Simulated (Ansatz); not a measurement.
CuO:

```xyz
4
Lattice="2.3056 -1.7296 0.0728 2.3158 1.7435 0.0481 -0.7081 -0.0390 5.1291" Properties=species:S:1:pos:R:3 pbc="T T T"
Cu    1.1008    0.8093    0.3341
Cu    1.1067   -0.5643    2.4735
O     1.8111   -0.4788    1.4095
O     1.8512    0.1962    3.6580
```

The cell isn't the ideal one: all atoms moved at random, sigma 0.25 Å a component, cell strained at random, sigma 0.03.

Base run:

| Item | Value |
| --- | --- |
| Program | Ansatz 0.2.0 |
| Functional | PBE |
| Potentials or basis | Ansatz PAW earlier set |
| Cutoff | 1050 eV |
| Density cutoff | 4200 eV |
| k mesh | 10 × 10 × 5 |
| Occupations | fermi-dirac, width 0.05 eV |
| Spin | no spin polarisation |

Its results: band gap on the k mesh none (metal or under the smearing width); pressure 97.7 GPa; largest force 42.106 eV/Å.

Task: The run is repeated on the same cell with these changes: potentials or basis from Ansatz PAW earlier set to SSSP efficiency PAW; cutoff from 1050 eV to 1225 eV; density cutoff from 4200 eV to 12245 eV; valence electrons from 50 to 34. What comes out?

Result: Band gap on the k mesh none (metal or under the smearing width); pressure 100.8 GPa; largest force 43.681 eV/Å.

Caveats: the cell as given lies far from equilibrium; the run has no spin polarisation, though such a crystal can be magnetic; semilocal functionals often make such compounds metallic where correlation or magnetic order opens a gap, which also shifts bond lengths; forces of over 1 eV/Å show positions far from the minimum, so gaps and moduli don't describe the material at rest.
